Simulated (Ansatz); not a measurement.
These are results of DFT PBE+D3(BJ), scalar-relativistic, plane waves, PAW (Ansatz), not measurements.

Structure of Te₂Mo:

```yaml
crystal:
  lattice:
    - [3.49640, 0.00000, 0.00000]
    - [-1.74820, 3.02797, 0.00000]
    - [0.00000, 0.00000, 13.70084]
  atoms:
    - { symbol: Te, position: [0.33333, 0.66667, 0.61734] }
    - { symbol: Te, position: [0.66667, 0.33333, 0.11734] }
    - { symbol: Te, position: [0.33333, 0.66667, 0.88266] }
    - { symbol: Te, position: [0.66667, 0.33333, 0.38266] }
    - { symbol: Mo, position: [0.33333, 0.66667, 0.25000] }
    - { symbol: Mo, position: [0.66667, 0.33333, 0.75000] }
```

Settings: cutoff 420 eV, Γ-centred mesh 12×12×2 on the computed 6-atom cell, Gaussian smearing of 0.02 eV; no spin polarisation.

Levels along Γ–M–K–Γ–A–L–H–A | L–M | H–K, in eV from a zero inside the gap, sorted by energy at each point. Points in fractions of the primitive reciprocal vectors: Γ (0.000 0.000 0.000), M (0.500 0.000 0.000), K (0.333 0.333 0.000), A (0.000 0.000 0.500), L (0.500 0.000 0.500), H (0.333 0.333 0.500).
```csv
point,"k (1/Å, with 2π)",band 43,band 44,band 45,band 46,band 47,band 48,band 49
Γ,0.000,-1.33,-1.33,-0.51,-0.33,2.55,2.55,2.73
-,0.519,-1.50,-1.43,-1.30,-1.20,0.82,1.43,1.46
M,1.038,-1.43,-1.35,-0.98,-0.58,0.94,1.02,1.08
-,1.337,-2.36,-2.00,-0.92,-0.59,0.85,1.01,1.28
K,1.637,-2.20,-2.20,-0.71,-0.40,0.63,0.67,0.67
-,2.236,-1.46,-1.24,-1.20,-1.00,0.39,1.19,1.24
Γ,2.835,-1.33,-1.33,-0.51,-0.33,2.55,2.55,2.73
-,2.949,-1.33,-1.33,-0.45,-0.34,2.56,2.56,2.65
A,3.064,-1.35,-1.35,-0.37,-0.37,2.59,2.59,2.59
-,3.583,-1.48,-1.48,-1.27,-1.27,1.11,1.11,1.63
L,4.101,-1.36,-1.36,-0.78,-0.78,0.97,0.97,1.31
-,4.401,-2.32,-2.32,-0.76,-0.76,0.95,0.95,1.44
H,4.700,-2.43,-2.43,-0.60,-0.60,0.68,0.68,1.18
-,5.299,-1.49,-1.49,-1.07,-1.07,0.71,0.71,1.38
A,5.898,-1.35,-1.35,-0.37,-0.37,2.59,2.59,2.59
L,5.898,-1.36,-1.36,-0.78,-0.78,0.97,0.97,1.31
-,6.013,-1.40,-1.35,-0.92,-0.64,0.95,1.00,1.16
M,6.128,-1.43,-1.35,-0.98,-0.58,0.94,1.02,1.08
H,6.128,-2.43,-2.43,-0.60,-0.60,0.68,0.68,1.18
-,6.242,-2.29,-2.29,-0.68,-0.47,0.68,0.68,0.80
K,6.357,-2.20,-2.20,-0.71,-0.40,0.63,0.67,0.67
```

Spin-orbit coupling is left out, which matters for the bands of heavy elements.